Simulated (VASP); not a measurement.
# SnSe (Fm-3m) in VASP: further runs

The runs below take SnSe through single point, with LDA, HSE06.

Everything below comes from runs of VASP 6.6.1. Logs are shortened: lines on timing, memory, paths and dates and some standing lists are left out, and cuts for length are marked.

### Step 1. Starting point

The structure is cubic, space group Fm-3m (No. 225). Conventional cell: a = 6.020 Å, b = 6.020 Å, c = 6.020 Å, α = 90.00°, β = 90.00°, γ = 90.00°. Sn (site symmetry m-3m) has 6 Se at 3.01 Å as nearest neighbours. Se (site symmetry m-3m) is surrounded by 6 Sn at 3.01 Å.

Measurements of this composition are mostly on another form, of space group No. 62.

### Step 2. Single point, LDA, spin-orbit coupling, no magnetisation

File INCAR:

```
SYSTEM = SnSe
PREC     = Accurate       ! precision mode
ENCUT    = 650            ! plane-wave cutoff, eV
EDIFF    = 1E-7           ! SCF threshold, eV
ISMEAR   = 0              ! smearing method
SIGMA    = 0.02           ! smearing width, eV
LREAL    = .FALSE.        ! projectors in reciprocal space
LASPH    = .TRUE.         ! aspherical terms in the spheres
NELM     = 100            ! most SCF steps
ALGO     = Normal         ! electronic algorithm
ISIF     = 2              ! what is computed and relaxed
LWAVE    = .FALSE.        ! write WAVECAR
LCHARG   = .FALSE.        ! write CHGCAR
MAGMOM   = 0 0 0 0 0 0    ! initial moments
LORBIT   = 11             ! projections on sites
LSORBIT  = .TRUE.         ! spin-orbit coupling
GGA_COMPAT= .FALSE.      
NBANDS   = 36             ! bands
```

File KPOINTS:

```
regular mesh
0
G
  7 7 7
  0 0 0
```

File POSCAR:

```
SnSe
1.0
    0.0000000000      3.0100000000      3.0100000000
    3.0100000000      0.0000000000      3.0100000000
    3.0100000000      3.0100000000      0.0000000000
Sn Se
1 1
Direct
    0.0000000000      0.0000000000      0.0000000000
    0.5000000000      0.5000000000      0.5000000000
```

Potentials or basis: VASP PAW LDA potentials, release 64 (Sn_d, Se).

Run with:

```
cat potpaw_LDA.64/Sn_d/POTCAR potpaw_LDA.64/Se/POTCAR > POTCAR
mpirun -np 1 vasp_ncl > vasp.out
```

OUTCAR:

```text
SYSTEM = SnSe
   PREC = Accurate
   ENCUT = 650
   EDIFF = 1E-7
   ISMEAR = 0
   LREAL = .FALSE.
   LASPH = .TRUE.
   NELM = 100
   ISIF = 2
   LORBIT = 11
   LSORBIT = .TRUE.

 Found     20 irreducible k-points:

 Following reciprocal coordinates:
            Coordinates               Weight
  0.000000  0.000000  0.000000      1.000000
  0.142857  0.000000  0.000000      8.000000
  0.285714  0.000000  0.000000      8.000000
  0.428571  0.000000  0.000000      8.000000
  0.142857  0.142857  0.000000      6.000000
  0.285714  0.142857  0.000000     24.000000
   k-points           NKPTS =     20   k-points in BZ     NKDIM =     20   number of bands    NBANDS=     36
   number of dos      NEDOS =    301   number of ions     NIONS =      2
   total plane-waves  NPLWV =  46656
   dimension x,y,z NGX =    36 NGY =   36 NGZ =   36
   dimension x,y,z NGXF=    72 NGYF=   72 NGZF=   72
   ions per type =               1   1
   NGX,Y,Z   is equivalent  to a cutoff of  14.06, 14.06, 14.06 a.u.
   NGXF,Y,Z  is equivalent  to a cutoff of  28.12, 28.12, 28.12 a.u.
 SYSTEM =  SnSe
   PREC   = accura    normal or accurate (medium, high low for compatibility)
   ISTART =      0    job   : 0-new  1-cont  2-samecut
   ICHARG =      2    charge: 1-file 2-atom 10-const
   ISPIN  =      1    spin polarized calculation?
   LNONCOLLINEAR =      T non collinear calculations
   LSORBIT =      T    spin-orbit coupling
   LASPH  =      T    aspherical Exc in radial PAW
   ENCUT  =  650.0 eV  47.77 Ry    6.91 a.u.   8.85  8.85  8.85*2*pi/ulx,y,z
   NELM   =    100;   NELMIN=  2; NELMDL= -5     # of ELM steps
   EDIFF  = 0.1E-06   stopping-criterion for ELM
   LREAL  =      F    real-space projection
   EDIFFG = 0.1E-05   stopping-criterion for IOM
   NSW    =      0    number of steps for IOM
   IBRION =     -1    ionic relax: 0-MD 1-quasi-New 2-CG
   NFREE  =      0    steps in history (QN), initial steepest desc. (CG)
   ISIF   =      2    stress and relaxation
   ISYM   =      2    0-nonsym 1-usesym 2-fastsym
   POTIM  = 0.5000    time-step for ionic-motion
   TEBEG  =    0.0;   TEEND  =   0.0 temperature during run
   PSTRESS=    0.0 pullay stress
   NELECT =      20.0000    total number of electrons
   NUPDOWN=      -1.0000    fix difference up-down
   EMIN   =  10.00;   EMAX   =-10.00  energy-range for DOS
   EFERMI =   0.00;   METHOD = LEGACY
   ISMEAR =     0;   SIGMA  =   0.02  broadening in eV -4-tet -1-fermi 0-gaus
   EFERMI_NEDOS =   21; number of points for ismear=-14 and -15
   IALGO  =     38    algorithm
   IMIX   =      4    mixing-type and parameters
     AMIX     =   0.40;   BMIX     =  1.00
     AMIX_MAG =   1.60;   BMIX_MAG =  1.00
  volume/ion in A,a.u.               =      27.27       184.03
  Fermi-wavevector in a.u.,A,eV,Ry     =   1.171768  2.214321 18.681350  1.373040
  Thomas-Fermi vector in A             =   2.308207
   LORBIT       =     11    0 simple, 1 ext, 2 COOP (PROOUT), +10 PAW based schemes
   GGA     = CA    functional components
   LHFCALC =     F    Hartree Fock is set to
   AEXX    =    0.0000 exact exchange contribution
   IVDW    =     0    specifies the selected vdW correction
   LEPSILON=     F    determine dielectric tensor
   LRPA    =     F    only Hartree local field effects (RPA)
 Gauss-broadening in eV      SIGMA  =   0.02
  energy-cutoff  :      650.00
  volume of cell :       54.54
 maximum number of plane-waves:      4170
   NGX = 17   NGY = 17   NGZ = 17

 number of electron      20.0000000 magnetization       0.0000000      0.0000000      0.0000000

 number of electron      19.9999999 magnetization       0.0000000     -0.0000000     -0.0000000

 number of electron      19.9999999 magnetization      -0.0000000      0.0000000      0.0000000

 Free energy of the ion-electron system (eV)
  ---------------------------------------------------
  ext. energy  EPLUGINS =         0.00000000
  ---------------------------------------------------
  free energy    TOTEN  =        -9.54335656 eV

  energy without entropy =       -9.54335656  energy(sigma->0) =       -9.54335656

 E-fermi :   5.4633     XC(G=0):  -9.8819

 val. band max:        5.2951381048   @ k =  -0.2857   0.1429   0.0000
 cond. band min:       5.9797779566   @ k =  -0.2857   0.1429   0.0000
 fundamental gap:      0.6846398519
 Fermi energy:         5.4632826910

 k-point     1 :       0.0000    0.0000    0.0000
  band No.  band energies     occupation
      1     -16.6860      1.00000
      2     -16.6860      1.00000
      3     -16.6860      1.00000
      4     -16.6860      1.00000
      5     -15.6452      1.00000
      6     -15.6452      1.00000
[... 24 lines left out ...]
     31      11.3164      0.00000
     32      11.3164      0.00000

 k-point     2 :       0.1429    0.0000    0.0000
  band No.  band energies     occupation
      1     -16.6861      1.00000
      2     -16.6861      1.00000
      3     -16.6849      1.00000
      4     -16.6849      1.00000
      5     -15.6464      1.00000
      6     -15.6464      1.00000
[... 24 lines left out ...]
     31      11.7678      0.00000
     32      11.7678      0.00000

 k-point     3 :       0.2857    0.0000    0.0000
  band No.  band energies     occupation
      1     -16.6864      1.00000
      2     -16.6864      1.00000
      3     -16.6826      1.00000
      4     -16.6826      1.00000
      5     -15.6492      1.00000
      6     -15.6492      1.00000
[... 24 lines left out ...]
     31      12.9883      0.00000
     32      12.9883      0.00000

 k-point     4 :       0.4286    0.0000    0.0000
  band No.  band energies     occupation
      1     -16.6867      1.00000
      2     -16.6867      1.00000
      3     -16.6808      1.00000
      4     -16.6808      1.00000
      5     -15.6515      1.00000
      6     -15.6515      1.00000
[... 24 lines left out ...]
     31      14.8591      0.00000
     32      14.8591      0.00000

 k-point     5 :       0.1429    0.1429    0.0000
  band No.  band energies     occupation
      1     -16.6855      1.00000
      2     -16.6855      1.00000
      3     -16.6853      1.00000
      4     -16.6853      1.00000
      5     -15.6463      1.00000
      6     -15.6463      1.00000
[... 24 lines left out ...]
     31      12.6304      0.00000
     32      12.6304      0.00000

 k-point     6 :       0.2857    0.1429    0.0000
  band No.  band energies     occupation
      1     -16.6859      1.00000
      2     -16.6859      1.00000
      3     -16.6836      1.00000
      4     -16.6836      1.00000
      5     -15.6485      1.00000
      6     -15.6485      1.00000
[... 24 lines left out ...]
     31      13.7701      0.00000
     32      13.7701      0.00000

 [... further k-points ...]

 [bands above 32 left out]

------------------------ aborting loop because EDIFF is reached ----------------------------------------

  FORCE on cell =-STRESS in cart. coord.  units (eV):
  Direction    XX          YY          ZZ          XY          YZ          ZX
  --------------------------------------------------------------------------------------
  -------------------------------------------------------------------------------------
  Total       -1.1005487     -1.1005487     -1.1005487     -0.0000000      0.0000000     -0.0000000
  in kB      -32.3288582    -32.3288582    -32.3288582     -0.0000000      0.0000000     -0.0000000
  external PRESSURE =     -32.3288582 kB  Pullay stress =       0.0000000 kB

 VOLUME and BASIS-vectors are now :
 -----------------------------------------------------------------------------
  energy-cutoff  :      650.00
  volume of cell :       54.54
      direct lattice vectors                 reciprocal lattice vectors
     0.000000000  3.010000000  3.010000000    -0.166112957  0.166112957  0.166112957
     3.010000000  0.000000000  3.010000000     0.166112957 -0.166112957  0.166112957
     3.010000000  3.010000000  0.000000000     0.166112957  0.166112957 -0.166112957

 POSITION                                       TOTAL-FORCE (eV/Angst)
 -----------------------------------------------------------------------------------
      0.00000      0.00000      0.00000         0.000000     -0.000000     -0.000000
      3.01000      3.01000      3.01000        -0.000000      0.000000      0.000000
 -----------------------------------------------------------------------------------
    total drift:                               -0.000000      0.000000      0.000000

  FREE ENERGIE OF THE ION-ELECTRON SYSTEM (eV)
  ---------------------------------------------------
  free  energy   TOTEN  =        -9.5433565638 eV

  energy  without entropy=       -9.5433565638  energy(sigma->0) =       -9.54335656

 Spin-Orbit-Coupling matrix elements

 Ion:    1  E_soc:     -0.0926371
 l=   1
     0.0000000    -0.0090988    -0.0090988
    -0.0090988     0.0000000    -0.0090988
    -0.0090988    -0.0090988     0.0000000
 l=   2
     0.0000000    -0.0012648     0.0000000    -0.0012648    -0.0050759
    -0.0012648     0.0000000    -0.0038070    -0.0012648    -0.0012690
     0.0000000    -0.0038070     0.0000000    -0.0038070     0.0000000
    -0.0012648    -0.0012648    -0.0038070     0.0000000    -0.0012690
    -0.0050759    -0.0012690     0.0000000    -0.0012690     0.0000000
 l=   3
     0.0000000     0.0000000     0.0000000     0.0000000     0.0000000     0.0000000     0.0000000
     0.0000000     0.0000000     0.0000000     0.0000000     0.0000000     0.0000000     0.0000000
     0.0000000     0.0000000     0.0000000     0.0000000     0.0000000     0.0000000     0.0000000
     0.0000000     0.0000000     0.0000000     0.0000000     0.0000000     0.0000000     0.0000000
     0.0000000     0.0000000     0.0000000     0.0000000     0.0000000     0.0000000     0.0000000
     0.0000000     0.0000000     0.0000000     0.0000000     0.0000000     0.0000000     0.0000000
     0.0000000     0.0000000     0.0000000     0.0000000     0.0000000     0.0000000     0.0000000

 Ion:    2  E_soc:     -0.0454190
 l=   1
     0.0000000    -0.0075788    -0.0075788
    -0.0075788     0.0000000    -0.0075788
    -0.0075788    -0.0075788     0.0000000
 l=   2
     0.0000000    -0.0000016     0.0000000    -0.0000016     0.0000105
    -0.0000016     0.0000000     0.0000079    -0.0000016     0.0000026
     0.0000000     0.0000079     0.0000000     0.0000079     0.0000000
    -0.0000016    -0.0000016     0.0000079     0.0000000     0.0000026
     0.0000105     0.0000026     0.0000000     0.0000026     0.0000000
 l=   3
     0.0000000     0.0000000     0.0000000     0.0000000     0.0000000     0.0000000     0.0000000
     0.0000000     0.0000000     0.0000000     0.0000000     0.0000000     0.0000000     0.0000000
     0.0000000     0.0000000     0.0000000     0.0000000     0.0000000     0.0000000     0.0000000
     0.0000000     0.0000000     0.0000000     0.0000000     0.0000000     0.0000000     0.0000000
     0.0000000     0.0000000     0.0000000     0.0000000     0.0000000     0.0000000     0.0000000
     0.0000000     0.0000000     0.0000000     0.0000000     0.0000000     0.0000000     0.0000000
     0.0000000     0.0000000     0.0000000     0.0000000     0.0000000     0.0000000     0.0000000

 total charge

# of ion       s       p       d       tot
------------------------------------------
    1        1.394   0.685   9.986  12.066
    2        1.483   2.282   0.025   3.790
--------------------------------------------------
tot          2.877   2.967  10.012  15.856

 magnetization (x)

# of ion       s       p       d       tot
------------------------------------------
    1        0.000  -0.000   0.000   0.000
    2        0.000   0.000   0.000   0.000
--------------------------------------------------
tot          0.000  -0.000   0.000   0.000

 magnetization (y)

# of ion       s       p       d       tot
------------------------------------------
    1        0.000  -0.000   0.000   0.000
    2        0.000  -0.000   0.000  -0.000
--------------------------------------------------
tot          0.000  -0.000   0.000   0.000

 magnetization (z)

# of ion       s       p       d       tot
------------------------------------------
    1        0.000  -0.000   0.000   0.000
    2       -0.000  -0.000  -0.000  -0.000
--------------------------------------------------
tot          0.000  -0.000  -0.000   0.000
```

It took 64 s on 1 thread of Intel Xeon Platinum 8488C (Sapphire Rapids), shared host; peak memory 0.34 GiB.

The run converged, but some of its settings lie outside the range that counts as converged, so its numbers aren't taken as properties of the crystal.

Results:

```
Free energy                                           : -9.5434 eV
Pressure                                              : -3.2 GPa
Valence electrons inside the program's atomic spheres : Sn 12.07; Se 3.79
```

Caveat: this odd mesh misses L, where the gap lies, so gap, dielectric constants and Born charges aren't listed.

### Step 3. Single point, HSE06

POSCAR is that of step 2.

File INCAR.step1:

```
SYSTEM = SnSe
ALGO = Normal
EDIFF = 1E-5
ENCUT = 350
GGA = PE
ISIF = 2
ISMEAR = 0
LASPH = .TRUE.
LREAL = .FALSE.
LWAVE = .TRUE.
NBANDS = 18
NELM = 100
NKRED = 1
PREC = Accurate
SIGMA = 0.01
```

File INCAR.step2:

```
SYSTEM = SnSe
ALGO = Normal
EDIFF = 1E-6
ENCUT = 350
GGA = PE
HFSCREEN = 0.2
ISIF = 2
ISMEAR = 0
ISTART = 1
LASPH = .TRUE.
LCHARG = .FALSE.
LHFCALC = .TRUE.
LREAL = .FALSE.
LWAVE = .FALSE.
NBANDS = 18
NELM = 100
NKRED = 1
PREC = Accurate
PRECFOCK = Fast
SIGMA = 0.01
```

File KPOINTS:

```
k-points
0
G
  6 6 6
  0 0 0
```

Potentials or basis: VASP PAW PBE potentials, release 64 (Sn_d, Se).

Run with:

```
cat potpaw_PBE.64/Sn_d/POTCAR potpaw_PBE.64/Se/POTCAR > POTCAR
cp INCAR.step1 INCAR
mpirun -np 1 vasp_std > vasp.out
cp INCAR.step2 INCAR
mpirun -np 1 vasp_std > vasp.out
```

OUTCAR:

```text
SYSTEM = SnSe
   EDIFF = 1E-6
   ENCUT = 350
   GGA = PE
   HFSCREEN = 0.2
   ISIF = 2
   ISMEAR = 0
   ISTART = 1
   LASPH = .TRUE.
   LHFCALC = .TRUE.
   LREAL = .FALSE.
   NELM = 100
   NKRED = 1
   PREC = Accurate
   PRECFOCK = Fast

 Found     16 irreducible k-points:

 Following reciprocal coordinates:
            Coordinates               Weight
  0.000000  0.000000  0.000000      1.000000
[... 212 lines left out ...]
     18      17.2581      0.00000

 [... further k-points ...]

------------------------ aborting loop because EDIFF is reached ----------------------------------------

  FORCE on cell =-STRESS in cart. coord.  units (eV):
  Direction    XX          YY          ZZ          XY          YZ          ZX
  --------------------------------------------------------------------------------------
  -------------------------------------------------------------------------------------
  Total       -0.3040035     -0.3040035     -0.3040035      0.0000000      0.0000000      0.0000000
  in kB       -8.9301697     -8.9301697     -8.9301697      0.0000000      0.0000000      0.0000000
  external PRESSURE =      -8.9301697 kB  Pullay stress =       0.0000000 kB

 VOLUME and BASIS-vectors are now :
 -----------------------------------------------------------------------------
  energy-cutoff  :      350.00
  volume of cell :       54.54
      direct lattice vectors                 reciprocal lattice vectors
     0.000000000  3.010000000  3.010000000    -0.166112957  0.166112957  0.166112957
     3.010000000  0.000000000  3.010000000     0.166112957 -0.166112957  0.166112957
     3.010000000  3.010000000  0.000000000     0.166112957  0.166112957 -0.166112957

 POSITION                                       TOTAL-FORCE (eV/Angst)
 -----------------------------------------------------------------------------------
      0.00000      0.00000      0.00000         0.000000     -0.000000      0.000000
      3.01000      3.01000      3.01000        -0.000000      0.000000     -0.000000
 -----------------------------------------------------------------------------------
    total drift:                                0.000000      0.000001      0.000001

  FREE ENERGIE OF THE ION-ELECTRON SYSTEM (eV)
  ---------------------------------------------------
  free  energy   TOTEN  =        -9.7987402329 eV

  energy  without entropy=       -9.7987402329  energy(sigma->0) =       -9.79874023
```

Run time: 11 min. Hardware: 1 thread of Intel Xeon Platinum 8559C (Emerald Rapids), shared host; peak memory 0.26 GiB.

These settings aren't checked as converged: the numbers below hold their error.

What came out:

| Property | Result |
| --- | --- |
| Free energy | -9.7987 eV |
| Pressure | -0.9 GPa |
| Band gap on the k mesh | 0.38 eV, direct |

Caveat: the PAW data sets were made with another functional, which shifts forces and pressure a little; spin-orbit coupling is left out, which moves the levels of the heavy elements.

(Continued in part 2 of 2.)
